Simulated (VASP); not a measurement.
# Mn3Si (Fm-3m) in VASP: a series of runs

The runs below take Mn3Si through single point, with r2SCAN.

Everything below comes from runs of VASP 6.6.1. Logs are shortened: lines on timing, memory, paths and dates and some standing lists are left out, and cuts for length are marked.

### Step 1. Starting point

It takes space group Fm-3m (No. 225, cubic). The conventional cell has a = 5.722 Å, b = 5.722 Å, c = 5.722 Å, α = 90.00°, β = 90.00°, γ = 90.00°. Around Mn (site symmetry m-3m) lie 8 Mn at 2.48 Å. Mn (site symmetry -43m) is surrounded by 4 Mn at 2.48 Å and 4 Si at 2.48 Å. Si (site symmetry m-3m) has 8 Mn at 2.48 Å as nearest neighbours.

### Step 2. Single point, r2SCAN, collinear spin, typed start

POSCAR reads:

```
Mn3Si
1.0
    0.0000000000      2.8610000000      2.8610000000
    2.8610000000      0.0000000000      2.8610000000
    2.8610000000      2.8610000000      0.0000000000
Mn Si
3 1
Direct
    0.5000000000      0.5000000000      0.5000000000
    0.2500000000      0.2500000000      0.2500000000
    0.7500000000      0.7500000000      0.7500000000
    0.0000000000      0.0000000000      0.0000000000
```

INCAR.step1 reads:

```
PREC     = Accurate       # precision mode
ENCUT    = 520            # plane-wave cutoff, eV
ISMEAR   = -1             # smearing method
SIGMA    = 0.1            # smearing width, eV
LREAL    = False          # projectors in reciprocal space
LASPH    = True           # aspherical terms in the spheres
NELM     = 150            # most SCF steps
ISPIN    = 2              # spin polarisation
MAGMOM   = 4.5 4.5 4.5 0  # initial moments
LMAXMIX  = 4              # l up to which the mixer works
NBANDS   = 34             # bands
GGA      = PE             # functional
ALGO     = Normal         # electronic algorithm
EDIFF    = 1E-4           # SCF threshold, eV
LWAVE    = True           # write WAVECAR
LCHARG   = False          # write CHGCAR
```

INCAR.step2 reads:

```
PREC     = Accurate       # precision mode
ENCUT    = 520            # plane-wave cutoff, eV
EDIFF    = 1E-7           # SCF threshold, eV
ISMEAR   = -1             # smearing method
SIGMA    = 0.1            # smearing width, eV
LREAL    = False          # projectors in reciprocal space
LASPH    = True           # aspherical terms in the spheres
NELM     = 150            # most SCF steps
ALGO     = Normal         # electronic algorithm
ISIF     = 2              # what is computed and relaxed
LWAVE    = False          # write WAVECAR
LCHARG   = False          # write CHGCAR
ISPIN    = 2              # spin polarisation
MAGMOM   = 4.5 4.5 4.5 0  # initial moments
LORBIT   = 11             # projections on sites
LMAXMIX  = 4              # l up to which the mixer works
METAGGA  = R2SCAN         # meta-GGA
LMIXTAU  = True         
NBANDS   = 34             # bands
ISTART   = 1
```

KPOINTS reads:

```
regular mesh
0
Gamma
  7 7 7
```

Potentials or basis: VASP PAW PBE potentials, release 64 (Mn_pv, Si).

Launch:

```
$ cat potpaw_PBE.64/Mn_pv/POTCAR potpaw_PBE.64/Si/POTCAR > POTCAR
$ cp INCAR.step1 INCAR
$ mpirun -np 1 vasp_std > vasp.out
$ cp INCAR.step2 INCAR
$ mpirun -np 1 vasp_std > vasp.out
```

OUTCAR:

```text
PREC = Accurate
   ENCUT = 520
   EDIFF = 1E-7
   ISMEAR = -1
   LREAL = False
   LASPH = True
   NELM = 150
   ISIF = 2
   ISPIN = 2
   LORBIT = 11
   METAGGA = R2SCAN
   ISTART = 1

 ion  position               nearest neighbor table
   1  0.500  0.500  0.500-   2 2.48   2 2.48   2 2.48   3 2.48   3 2.48   3 2.48   3 2.48   2 2.48
                             4 2.86   4 2.86   4 2.86   4 2.86   4 2.86   4 2.86
   2  0.250  0.250  0.250-   4 2.48   4 2.48   4 2.48   1 2.48   1 2.48   1 2.48   4 2.48   1 2.48
                             3 2.86   3 2.86   3 2.86   3 2.86   3 2.86   3 2.86
   3  0.750  0.750  0.750-   1 2.48   1 2.48   1 2.48   4 2.48   4 2.48   4 2.48   4 2.48   1 2.48
                             2 2.86   2 2.86   2 2.86   2 2.86   2 2.86   2 2.86
   4  0.000  0.000  0.000-   3 2.48   3 2.48   3 2.48   2 2.48   2 2.48   2 2.48   3 2.48   2 2.48
                             1 2.86   1 2.86   1 2.86   1 2.86   1 2.86   1 2.86

  LATTYP: Found a face centered cubic cell.
 ALAT       =     5.7220000000

  Lattice vectors:

 A1 = (   0.0000000000,   2.8610000000,   2.8610000000)
 A2 = (   2.8610000000,   0.0000000000,   2.8610000000)
 A3 = (   2.8610000000,   2.8610000000,   0.0000000000)

Analysis of symmetry for initial positions (statically):
=====================================================================
 Subroutine PRICEL returns:
 Original cell was already a primitive cell.

 Routine SETGRP: Setting up the symmetry group for a
 face centered cubic supercell.

 Subroutine GETGRP returns: Found 48 space group operations
 (whereof 48 operations were pure point group operations)
 out of a pool of 48 trial point group operations.

The static configuration has the point symmetry O_h .

Analysis of symmetry for dynamics (positions and initial velocities):
=====================================================================
 Subroutine PRICEL returns:
 Original cell was already a primitive cell.

 Routine SETGRP: Setting up the symmetry group for a
 face centered cubic supercell.

 Subroutine GETGRP returns: Found 48 space group operations
 (whereof 48 operations were pure point group operations)
 out of a pool of 48 trial point group operations.

The dynamic configuration has the point symmetry O_h .

Analysis of structural, dynamic, and magnetic symmetry:
=====================================================================
 Subroutine PRICEL returns:
 Original cell was already a primitive cell.

 Routine SETGRP: Setting up the symmetry group for a
 face centered cubic supercell.

 Subroutine GETGRP returns: Found 48 space group operations
 (whereof 48 operations were pure point group operations)
 out of a pool of 48 trial point group operations.

The overall configuration has the point symmetry O_h .

 Subroutine INISYM returns: Found 48 space group operations
 (whereof 48 operations are pure point group operations),
 and found     1 'primitive' translations

----------------------------------------------------------------------------------------

                                     Primitive cell

  volume of cell :      46.8364

  direct lattice vectors                    reciprocal lattice vectors
     0.000000000  2.861000000  2.861000000    -0.174764069  0.174764069  0.174764069
     2.861000000  0.000000000  2.861000000     0.174764069 -0.174764069  0.174764069
     2.861000000  2.861000000  0.000000000     0.174764069  0.174764069 -0.174764069

  length of vectors
     4.046065002  4.046065002  4.046065002     0.302700246  0.302700246  0.302700246

  position of ions in fractional coordinates (direct lattice)
     0.500000000  0.500000000  0.500000000
     0.250000000  0.250000000  0.250000000
     0.750000000  0.750000000  0.750000000
     0.000000000  0.000000000  0.000000000

  ion indices of the primitive-cell ions
   primitive index   ion index
                 1           1
                 2           2
                 3           3
                 4           4

----------------------------------------------------------------------------------------

 KPOINTS: regular mesh

Automatic generation of k-mesh.
 Grid dimensions read from file:
 generate k-points for:    7    7    7

 Generating k-lattice:

  Cartesian coordinates                     Fractional coordinates (reciprocal lattice)
    -0.024966296  0.024966296  0.024966296     0.142857143  0.000000000  0.000000000
     0.024966296 -0.024966296  0.024966296     0.000000000  0.142857143  0.000000000
     0.024966296  0.024966296 -0.024966296     0.000000000  0.000000000  0.142857143

  Length of vectors
     0.043242892  0.043242892  0.043242892

  Shift w.r.t. Gamma in fractional coordinates (k-lattice)
     0.000000000  0.000000000  0.000000000

 Subroutine IBZKPT returns following result:
 ===========================================

 Found     20 irreducible k-points:

 Following reciprocal coordinates:
            Coordinates               Weight
  0.000000  0.000000  0.000000      1.000000
  0.142857  0.000000  0.000000      8.000000
  0.285714  0.000000  0.000000      8.000000
  0.428571  0.000000  0.000000      8.000000
  0.142857  0.142857  0.000000      6.000000
  0.285714  0.142857  0.000000     24.000000
[... 12 lines left out ...]
 -0.428571  0.428571  0.142857     24.000000
 -0.285714  0.428571  0.142857     24.000000
   k-points           NKPTS =     20   k-points in BZ     NKDIM =     20   number of bands    NBANDS=     34
   number of dos      NEDOS =    301   number of ions     NIONS =      4
   total plane-waves  NPLWV =  27000
   dimension x,y,z NGX =    30 NGY =   30 NGZ =   30
   dimension x,y,z NGXF=    60 NGYF=   60 NGZF=   60
   ions per type =               3   1
   NGX,Y,Z   is equivalent  to a cutoff of  12.33, 12.33, 12.33 a.u.
   NGXF,Y,Z  is equivalent  to a cutoff of  24.65, 24.65, 24.65 a.u.
 SYSTEM =  unknown system
   PREC   = accura    normal or accurate (medium, high low for compatibility)
   ISTART =      1    job   : 0-new  1-cont  2-samecut
   ICHARG =      0    charge: 1-file 2-atom 10-const
   ISPIN  =      2    spin polarized calculation?
   LNONCOLLINEAR =      F non collinear calculations
   LSORBIT =      F    spin-orbit coupling
   LASPH  =      T    aspherical Exc in radial PAW
   ENCUT  =  520.0 eV  38.22 Ry    6.18 a.u.   7.52  7.52  7.52*2*pi/ulx,y,z
   NELM   =    150;   NELMIN=  2; NELMDL=  0     # of ELM steps
   EDIFF  = 0.1E-06   stopping-criterion for ELM
   LREAL  =      F    real-space projection
   EDIFFG = 0.1E-05   stopping-criterion for IOM
   NSW    =      0    number of steps for IOM
   IBRION =     -1    ionic relax: 0-MD 1-quasi-New 2-CG
   NFREE  =      0    steps in history (QN), initial steepest desc. (CG)
   ISIF   =      2    stress and relaxation
   ISYM   =      2    0-nonsym 1-usesym 2-fastsym
   POTIM  = 0.5000    time-step for ionic-motion
   TEBEG  =    0.0;   TEEND  =   0.0 temperature during run
   PSTRESS=    0.0 pullay stress
   NELECT =      43.0000    total number of electrons
   NUPDOWN=      -1.0000    fix difference up-down
   EMIN   =  10.00;   EMAX   =-10.00  energy-range for DOS
   EFERMI =   0.00;   METHOD = LEGACY
   ISMEAR =    -1;   SIGMA  =   0.10  broadening in eV -4-tet -1-fermi 0-gaus
   EFERMI_NEDOS =   21; number of points for ismear=-14 and -15
   IALGO  =     38    algorithm
   IMIX   =      4    mixing-type and parameters
     AMIX     =   0.40;   BMIX     =  1.00
     AMIX_MAG =   1.60;   BMIX_MAG =  1.00
  volume/ion in A,a.u.               =      11.71        79.02
  Fermi-wavevector in a.u.,A,eV,Ry     =   1.591121  3.006782 34.445395  2.531665
  Thomas-Fermi vector in A             =   2.689710
   LORBIT       =     11    0 simple, 1 ext, 2 COOP (PROOUT), +10 PAW based schemes
   METAGGA = R2SCAN    functional components
   LHFCALC =     F    Hartree Fock is set to
   AEXX    =    0.0000 exact exchange contribution
   IVDW    =     0    specifies the selected vdW correction
   LEPSILON=     F    determine dielectric tensor
   LRPA    =     F    only Hartree local field effects (RPA)
 spin polarized calculation
  energy-cutoff  :      520.00
  volume of cell :       46.84
 maximum number of plane-waves:      1275
 NGX is ok and might be reduce to    30
   NGX = 15   NGY = 15   NGZ = 15

 number of electron      43.0000044 magnetization       0.9984404

 Free energy of the ion-electron system (eV)
  ---------------------------------------------------
  ext. energy  EPLUGINS =         0.00000000
  ---------------------------------------------------
  free energy    TOTEN  =       -54.00989096 eV

  energy without entropy =      -53.93443066  energy(sigma->0) =      -53.97216081

 E-fermi :  10.6477     XC(G=0): -14.2519

 val. band max:       10.6008975182   @ k =   0.2857   0.1429   0.0000
 cond. band min:      10.6540076021   @ k =   0.2857   0.2857   0.0000
 fundamental gap:      0.0531100839
 Fermi energy:        10.6476615400

 spin component 1

 k-point     1 :       0.0000    0.0000    0.0000
  band No.  band energies     occupation
      1     -41.5774      1.00000
      2     -41.5774      1.00000
      3     -41.5772      1.00000
      4     -38.4443      1.00000
      5     -38.4443      1.00000
      6     -38.4440      1.00000
[... 709 lines left out ...]
     32      19.3450      0.00000
     33      22.1443      0.00000
 Fermi energy:        10.6476615400

 spin component 2

 k-point     1 :       0.0000    0.0000    0.0000
  band No.  band energies     occupation
      1     -40.0509      1.00000
      2     -40.0509      1.00000
      3     -40.0508      1.00000
      4     -39.9749      1.00000
      5     -39.9749      1.00000
      6     -39.9747      1.00000
[... 709 lines left out ...]
     32      19.3232      0.00000
     33      21.9314      0.00000
 [bands above 33 left out]

------------------------ aborting loop because EDIFF is reached ----------------------------------------

  FORCE on cell =-STRESS in cart. coord.  units (eV):
  Direction    XX          YY          ZZ          XY          YZ          ZX
  --------------------------------------------------------------------------------------
  -------------------------------------------------------------------------------------
  Total       -1.9826372     -1.9826372     -1.9826372      0.0000000      0.0000000      0.0000000
  in kB      -67.8219474    -67.8219474    -67.8219474      0.0000000      0.0000000      0.0000000
  external PRESSURE =     -67.8219474 kB  Pullay stress =       0.0000000 kB

 VOLUME and BASIS-vectors are now :
 -----------------------------------------------------------------------------
  energy-cutoff  :      520.00
  volume of cell :       46.84
      direct lattice vectors                 reciprocal lattice vectors
     0.000000000  2.861000000  2.861000000    -0.174764069  0.174764069  0.174764069
     2.861000000  0.000000000  2.861000000     0.174764069 -0.174764069  0.174764069
     2.861000000  2.861000000  0.000000000     0.174764069  0.174764069 -0.174764069

 POSITION                                       TOTAL-FORCE (eV/Angst)
 -----------------------------------------------------------------------------------
      2.86100      2.86100      2.86100         0.000000     -0.000000      0.000000
      1.43050      1.43050      1.43050         0.000000      0.000000      0.000000
      4.29150      4.29150      4.29150        -0.000000     -0.000000     -0.000000
      0.00000      0.00000      0.00000         0.000000      0.000000      0.000000
 -----------------------------------------------------------------------------------
    total drift:                                0.000000     -0.000000      0.000000

  FREE ENERGIE OF THE ION-ELECTRON SYSTEM (eV)
  ---------------------------------------------------
  free  energy   TOTEN  =       -54.0098909594 eV

  energy  without entropy=      -53.9344306614  energy(sigma->0) =      -53.97216081

 total charge

# of ion       s       p       d       tot
------------------------------------------
    1        0.399   6.353   5.040  11.792
    2        0.358   6.364   5.202  11.925
    3        0.358   6.364   5.202  11.925
    4        0.708   0.915   0.000   1.623
--------------------------------------------------
tot          1.825  19.996  15.444  37.264

 magnetization (x)

# of ion       s       p       d       tot
------------------------------------------
    1        0.042   0.044   3.259   3.344
    2       -0.014  -0.031  -1.188  -1.233
    3       -0.014  -0.031  -1.188  -1.233
    4        0.032   0.054   0.000   0.086
--------------------------------------------------
tot          0.046   0.035   0.882   0.963
```

It took 4.1 min on 1 thread of AMD EPYC 9R45 (Zen 5), shared host; peak memory 0.19 GiB.

Results:

| Item | Value |
| --- | --- |
| Free energy | -54.0099 eV |
| Pressure | -6.8 GPa |
| Band gap on the k mesh | none (metal or under the smearing width) |
| Net moment | 1.00 μB per cell |
| Site moments | Mn +3.34, -1.23; Si +0.09 μB |
| Valence electrons inside the program's atomic spheres | Mn 11.79, 11.93; Si 1.62 |

Levels at points of the mesh, in eV from the Fermi level:
Spin up:
```
           k point  band 19  band 20  band 21  band 22  band 23  band 24  band 25  band 26
(0.00, 0.00, 0.00)    -0.76    -0.76     0.96     0.96     0.96     1.15     1.15     3.40
```
Spin down:
| k point | band 19 | band 20 | band 21 | band 22 | band 23 | band 24 |
| --- | --- | --- | --- | --- | --- | --- |
| (0.00, 0.00, 0.00) | -0.45 | -0.45 | -0.45 | 0.56 | 0.56 | 2.40 |

Caveat: the PAW data sets were made with another functional, which shifts forces and pressure a little.

### Step 3. Single point, r2SCAN, collinear spin, typed start

POSCAR is that of step 2.

INCAR.step1 reads:

```
PREC = Accurate
ENCUT = 520
ISMEAR = -1
SIGMA = 0.1
LREAL = F
LASPH = T
NELM = 150
ISPIN = 2
MAGMOM = 0.423 0.423 0.424 0
NUPDOWN = 1.27
LMAXMIX = 4
NBANDS = 34
GGA = PE
ALGO = Normal
EDIFF = 1E-4
LWAVE = T
LCHARG = F
```

INCAR.step2 reads:

```
PREC = Accurate
ENCUT = 520
EDIFF = 1E-6
ISMEAR = -1
SIGMA = 0.1
LREAL = F
LASPH = T
NELM = 150
ALGO = Normal
ISIF = 2
LWAVE = F
LCHARG = T
ISPIN = 2
MAGMOM = 0.423 0.423 0.424 0
LORBIT = 11
NUPDOWN = 1.27
LMAXMIX = 4
METAGGA = R2SCAN
LMIXTAU = T
LELF = T
LVHAR = T
NBANDS = 34
ISTART = 1
```

KPOINTS is that of step 2.

Potentials or basis: VASP PAW PBE potentials, release 64 (Mn_pv, Si).

Launch:

```
$ cat potpaw_PBE.64/Mn_pv/POTCAR potpaw_PBE.64/Si/POTCAR > POTCAR
$ cp INCAR.step1 INCAR
$ mpirun -np 1 vasp_std > vasp.out
$ cp INCAR.step2 INCAR
$ mpirun -np 1 vasp_std > vasp.out
```

It took 3.2 min on 1 thread of AMD EPYC 9R45 (Zen 5), shared host; peak memory 0.19 GiB.

It converged, with:

| Property | Result |
| --- | --- |
| Free energy | -53.9073 eV |
| Pressure | -7.7 GPa |
| Net moment | 1.27 μB per cell |
| Site moments | Mn +3.31, -1.08, -1.09; Si +0.08 μB |
| Valence electrons inside the program's atomic spheres | Mn 11.79, 11.93; Si 1.62 |

Caveat: the PAW data sets were made with another functional, which shifts forces and pressure a little; the total moment is fixed, so each spin has its own Fermi level.

(Continued in part 2 of 2.)
